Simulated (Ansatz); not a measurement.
Au in several cubic structure types, each at its own equilibrium volume.

Theory: Ansatz, PBE, plane waves, PAW datasets (generated hard set).

Settings: cutoff 700 eV; no spin polarisation; Fermi–Dirac smearing of 0.0612 eV; k-meshes 16³ (diamond), 23³ (fcc).

Problem. Rank the structures by energy per atom, lowest first.
A. diamond
B. fcc

Solution. B (0.0 meV/atom), A (713 meV/atom).

Problem. Give the equilibrium volume and bulk modulus of each.

Solution. 
```tsv
structure	V₀ (Å³/atom)	B₀ (GPa)
diamond	29.24	53
fcc	17.96	139
```

Only these cubic types are compared here; the real ground state can be another structure or magnetic.

Model structures, not the usual forms at ambient conditions (metastable or hypothetical): Au (diamond type).
